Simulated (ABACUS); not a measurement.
The system is I.

```
I
1.0
     0.00000    2.36560    3.90984
     2.19225    0.00000    3.90984
     2.19225    2.36560    0.00000
I
1
Direct
  0.00000 0.00000 0.00000
```

Base run:

```yaml
Program: ABACUS 3.10.1
Functional: SOGGA
Potentials_or_basis: PseudoDojo NC SR 0.5 PBE stringent
Cutoff: 1537 eV
Density_cutoff: 6150 eV
Basis: plane waves
k_mesh: 7 × 7 × 7
Occupations: fermi-dirac, width 0.05 eV
Spin: no spin polarisation
```

Its results: band gap on the k mesh none (metal or under the smearing width); pressure -1.9 GPa.

**Question.** The run is repeated on the same cell with these changes: functional from SOGGA to revPBE; potentials or basis from PseudoDojo NC SR 0.5 PBE stringent to PseudoDojo NC SR 0.5 PBE standard; cutoff from 1537 eV to 966 eV; density cutoff from 6150 eV to 3864 eV; valence electrons from 25 to 7. What comes out?

**Answer.** Band gap on the k mesh none (metal or under the smearing width); pressure 1.5 GPa.

Caveats: the potentials were made for another functional, which shifts forces and pressure; an odd number of electrons without spin polarisation forces a metal; a magnetic or distorted state may lie lower.
